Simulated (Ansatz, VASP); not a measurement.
## Al35PtN35 (V_N-Pt_Al) in two plane-wave programs

Aim: how closely do two programs agree when they are given the same cell, functional and k mesh? The cell is taken from a series of runs on this material, whose earlier steps may have relaxed, scaled, displaced or heated it; both programs get it as it stands.

Method: plane waves, with VASP 6.6.1 beside it; single point at r2SCAN, in Ansatz 0.2.0.

## (1) The structure

The cell holds 71 atoms: 35 Al, 35 N and 1 Pt. Cell: a = 9.320 Å, b = 9.320 Å, c = 9.956 Å, α = 90.0°, β = 90.0°, γ = 120.0°. It derives from AlN (AlN (P6_3mc)). Nearest the centre at fractional (0.667, 0.500, 0.470): Pt71 at 0.72 Å, N66 at 2.29 Å, Al18 at 2.45 Å, N67 at 2.50 Å, N63 at 2.56 Å, Al14 at 2.56 Å, Al17 at 2.64 Å, N64 at 2.80 Å.

As a file:

```
Al N Pt
1.0
     9.31957    0.00000    0.00000
    -4.65978    8.07098    0.00000
     0.00000    0.00000    9.95648
Al N Pt
35 35 1
Direct
  0.22222 0.11081 0.25014
  0.11286 0.22272 0.50144
  0.21926 0.10935 0.75211
  0.11111 0.22169 0.00150
  0.22370 0.44378 0.25080
  0.11356 0.55371 0.50262
  0.22108 0.44227 0.75156
  0.11160 0.55483 0.99968
  0.22054 0.77613 0.24997
  0.10867 0.88595 0.50248
  0.22081 0.77617 0.75171
  0.11094 0.88792 0.99979
  0.55686 0.10912 0.24924
  0.43914 0.19945 0.50911
  0.55620 0.10812 0.75301
  0.44289 0.21790 0.99828
  0.55620 0.44453 0.22086
  0.44950 0.57129 0.50720
  0.55549 0.44372 0.75077
  0.44330 0.55733 0.99785
  0.55668 0.78066 0.24922
  0.43895 0.88540 0.50081
  0.55564 0.77978 0.75274
  0.44265 0.88752 0.00124
  0.88949 0.11082 0.25008
  0.77689 0.21402 0.50366
  0.89009 0.11101 0.75205
  0.77766 0.22058 0.99899
  0.89313 0.43729 0.25070
  0.88943 0.44120 0.74629
  0.78235 0.55667 0.99860
  0.89100 0.78641 0.24892
  0.77451 0.89486 0.50387
  0.88785 0.77860 0.74672
  0.77732 0.88928 0.99857
  0.22693 0.11317 0.44162
  0.11275 0.22222 0.19229
  0.22181 0.11044 0.94164
  0.11174 0.22149 0.69111
  0.23271 0.44642 0.44192
  0.11258 0.55391 0.19081
  0.22239 0.44364 0.94130
  0.11210 0.55414 0.69143
  0.21715 0.77453 0.44103
  0.11125 0.88913 0.19104
  0.22105 0.77680 0.94156
  0.11042 0.88785 0.69110
  0.55587 0.10738 0.44020
  0.44543 0.22137 0.19228
  0.55465 0.10954 0.94172
  0.44484 0.22169 0.69302
  0.44627 0.55684 0.19133
  0.55796 0.44496 0.94556
  0.44618 0.55529 0.69313
  0.55528 0.78301 0.43974
  0.44268 0.88769 0.19138
  0.55450 0.77800 0.94148
  0.44248 0.88736 0.69070
  0.89182 0.11180 0.44063
  0.77706 0.21970 0.18880
  0.89000 0.11136 0.94124
  0.77642 0.21856 0.69253
  0.89447 0.42625 0.43961
  0.78267 0.55654 0.20454
  0.88815 0.44452 0.93931
  0.77603 0.55277 0.68232
  0.88681 0.79576 0.43833
  0.77679 0.88935 0.18818
  0.88743 0.77538 0.93959
  0.77626 0.88907 0.69267
  0.75530 0.54279 0.47234
```

## (2) VASP: single point, r2SCAN

With cell and atoms fixed, the geometry can't cause a difference; cores, projectors, grids and the points listed under the comparison can.

Lines of VASP's logs that name or quote its potential files are left out, and so is its time.

INCAR

```
SYSTEM = Al35PtN35
PREC = Accurate
ENCUT = 580
EDIFF = 1E-06
NELM = 120
ISMEAR = -1
SIGMA = 0.01
LREAL = Auto
ALGO = Normal
METAGGA = R2SCAN
LASPH = .TRUE.
NBANDS = 200
LORBIT = 11
LWAVE = .FALSE.
LCHARG = .FALSE.
ISIF = 2
ISYM = 0
GGA_COMPAT = .FALSE.
EFERMI = MIDGAP
LMIXTAU = .TRUE.
KPAR = 4
```

POSCAR

```
Al35PtN35
1.0
    9.3195655359      0.0000000860      0.0000000000
   -4.6597828424      8.0709804634      0.0000000000
    0.0000000000      0.0000000000      9.9564777190
Al N Pt
35 35 1
Direct
    0.2222224409      0.1108075069      0.2501394969
    0.1128566002      0.2227154992      0.5014398132
    0.2192597843      0.1093519944      0.7521067894
    0.1111072335      0.2216949153      0.0014970129
    0.2236990837      0.4437810711      0.2507994988
    0.1135556715      0.5537101184      0.5026218165
    0.2210763697      0.4422735953      0.7515581832
    0.1115978492      0.5548271391      0.9996756750
    0.2205361150      0.7761346408      0.2499683786
    0.1086742995      0.8859541476      0.5024778270
    0.2208146326      0.7761665337      0.7517070201
    0.1109372707      0.8879227523      0.9997869131
    0.5568603757      0.1091224817      0.2492354581
    0.4391381674      0.1994470957      0.5091057247
    0.5562040027      0.1081175908      0.7530054564
    0.4428924907      0.2179012754      0.9982788288
    0.5562022074      0.4445306670      0.2208640337
    0.4494964804      0.5712909365      0.5071987111
    0.5554885069      0.4437158292      0.7507685064
    0.4433044976      0.5573273865      0.9978458680
    0.5566835659      0.7806628806      0.2492192588
    0.4389527092      0.8854013544      0.5008066526
    0.5556443926      0.7797805220      0.7527354932
    0.4426462748      0.8875237843      0.0012354029
    0.8894873106      0.1108240628      0.2500762793
    0.7768936090      0.2140222624      0.5036627985
    0.8900888897      0.1110121047      0.7520463855
    0.7776636207      0.2205776362      0.9989874293
    0.8931334861      0.4372853892      0.2507038568
    0.8894338293      0.4412009421      0.7462882478
    0.7823466464      0.5566703089      0.9986021045
    0.8909984944      0.7864108604      0.2489163028
    0.7745112187      0.8948608358      0.5038689403
    0.8878472751      0.7785987922      0.7467163964
    0.7773232092      0.8892778356      0.9985663633
    0.2269253780      0.1131695381      0.4416178073
    0.1127478753      0.2222243116      0.1922923615
    0.2218091634      0.1104399272      0.9416424620
    0.1117443800      0.2214899415      0.6911104788
    0.2327140313      0.4464209133      0.4419222821
    0.1125769270      0.5539071822      0.1908069858
    0.2223858342      0.4436438841      0.9413035331
    0.1120975108      0.5541399628      0.6914285541
    0.2171530192      0.7745325703      0.4410317688
    0.1112504852      0.8891309372      0.1910355899
    0.2210504656      0.7767964372      0.9415609298
    0.1104162653      0.8878463945      0.6910950308
    0.5558670746      0.1073759856      0.4402011842
    0.4454250579      0.2213692676      0.1922810542
    0.5546516473      0.1095373923      0.9417229906
    0.4448364720      0.2216887609      0.6930191394
    0.4462669466      0.5568359023      0.1913346518
    0.5579638708      0.4449566153      0.9455622097
    0.4461788771      0.5552852632      0.6931299294
    0.5552810880      0.7830106069      0.4397430767
    0.4426756809      0.8876891164      0.1913758954
    0.5544989278      0.7779970490      0.9414821636
    0.4424849501      0.8873600996      0.6906981356
    0.8918220749      0.1118048625      0.4406323865
    0.7770626724      0.2196979662      0.1888002109
    0.8900041718      0.1113621408      0.9412439961
    0.7764239011      0.2185590731      0.6925269177
    0.8944741730      0.4262466885      0.4396149541
    0.7826725464      0.5565354016      0.2045446711
    0.8881464446      0.4445152553      0.9393055713
    0.7760271649      0.5527684699      0.6823157535
    0.8868110988      0.7957649846      0.4383318089
    0.7767877159      0.8893495136      0.1881763871
    0.8874312777      0.7753791891      0.9395862192
    0.7762581834      0.8890746785      0.6926707429
    0.7553038956      0.5427926230      0.4723370870
```

KPOINTS

```
Points of the shifted mesh
8
Reciprocal
 0.2500000000  0.2500000000  0.2500000000 1
 0.2500000000  0.2500000000  0.7500000000 1
 0.2500000000  0.7500000000  0.2500000000 1
 0.2500000000  0.7500000000  0.7500000000 1
 0.7500000000  0.2500000000  0.2500000000 1
 0.7500000000  0.2500000000  0.7500000000 1
 0.7500000000  0.7500000000  0.2500000000 1
 0.7500000000  0.7500000000  0.7500000000 1
```

Potentials, in the order of the species: Al, N and Pt (PBE family, release 64).

On the command line:

```
$ mpirun -np 8 vasp_std
```

Numbers of over 12 decimals in the logs are rounded to 6 here.

The log of the run:

```text
[banner, memory and clock lines left out]
running    8 mpi-ranks, on    1 nodes
[...]
|                                                                             |
|           W    W    AA    RRRRR   N    N  II  N    N   GGGG   !!!           |
|           W    W   A  A   R    R  NN   N  II  NN   N  G    G  !!!           |
|           W    W  A    A  R    R  N N  N  II  N N  N  G       !!!           |
|           W WW W  AAAAAA  RRRRR   N  N N  II  N  N N  G  GGG   !            |
|           WW  WW  A    A  R   R   N   NN  II  N   NN  G    G                |
|           W    W  A    A  R    R  N    N  II  N    N   GGGG   !!!           |
|                                                                             |
|     For optimal performance we recommend to set                             |
|       NCORE = 2 up to number-of-cores-per-socket                            |
|     NCORE specifies how many cores store one orbital (NPAR=cpu/NCORE).      |
|     This setting can greatly improve the performance of VASP for DFT.       |
[...]
|               ----> ADVICE to this user running VASP <----                  |
|                                                                             |
|     You enforced a specific xc type in the INCAR file but a different       |
|     [... a line on the potential file left out ...]
|     I HOPE YOU KNOW WHAT YOU ARE DOING!                                     |
|                                                                             |

 LDA part: xc-table for (None), standard interpolation
 POSCAR, INCAR and KPOINTS ok, starting setup
[...]
entering main loop
       N       E                     dE             d eps       ncg     rms          rms(c)
DAV:   1     0.114725553713E+04    0.11473E+04   -0.14929E+05  3200   0.149E+03
DAV:   2    -0.720724040754E+03   -0.18680E+04   -0.17759E+04  3960   0.299E+02
DAV:   3    -0.872006192073E+03   -0.15128E+03   -0.14992E+03  3904   0.913E+01
DAV:   4    -0.874487294258E+03   -0.24811E+01   -0.24710E+01  3864   0.121E+01
[...]
DAV:  19    -0.716557095778E+03   -0.33085E-05   -0.11925E-05  3544   0.896E-03    0.672E-03
DAV:  20    -0.716557102206E+03   -0.64277E-05   -0.35421E-06  2864   0.634E-03    0.696E-03
DAV:  21    -0.716557102726E+03   -0.52043E-06   -0.17654E-06  2224   0.263E-03
   1 F= -.71655710E+03 E0= -.71655656E+03  d E =-.108760E-02
```

OUTCAR, selected parts (step 2):

```text
 POSITION                                       TOTAL-FORCE (eV/Angst)
 -----------------------------------------------------------------------------------
      1.55468      0.89433      2.49051         0.276702      0.062008      0.625106
      0.01397      1.79753      4.99257         0.344832      0.103471     -0.415277
      1.53385      0.88258      7.48833         0.462329      0.076653     -0.346640
      0.00242      1.78930      0.01490         0.048070      0.036462      0.106806
      0.01685      3.58175      2.49708         0.219266      0.127503      0.541157
     -1.52188      4.46898      5.00434        -0.729377     -0.654742     -0.711399
     -0.00056      3.56958      7.48287         0.286565      0.242729     -0.329087
     -1.54533      4.47800      9.95325        -0.082765     -0.042427      0.140336
     -1.56132      6.26417      2.48880        -0.117265     -0.061994      0.294520
     -3.11556      7.15052      5.00291        -1.273596     -0.200710     -0.837703
     -1.55887      6.26442      7.48435        -0.086512     -0.040007     -0.269084
     -3.10364      7.16641      9.95436        -0.109225      0.012705      0.156852
      4.68121      0.88073      2.48151        -0.213525      0.281426      0.567596
      3.16320      1.60973      5.06890         0.158338      2.871094     -0.977491
[...]
-----------------------------------------------------------------------------------
    total drift:                               -0.001815     -0.000890      0.020552

  FREE ENERGIE OF THE ION-ELECTRON SYSTEM (eV)
  ---------------------------------------------------
  free  energy   TOTEN  =      -716.5571027261 eV

  energy  without entropy=     -716.5560151280  energy(sigma->0) =     -716.55655893
```

The gap is read on the k-mesh alone, so it is an upper bound where the band edges lie off the mesh. The PAW data sets were made with PBE, which is usual practice but a small mismatch for other functionals.

(Continued in part 2 of 2.)

[Lines on the potential files, build, host, timing and source positions are cut from VASP's logs without a mark.]

[Logs are printed without paths, hosts, clocks, repeated set-up lines and the standing remarks that a program may print on its own settings, such as how far it seeks lower states.]

[Hosts, paths, dates, database ids (printed as entryN), source tags and the programs' standing remarks are cut or masked in the printed files.]
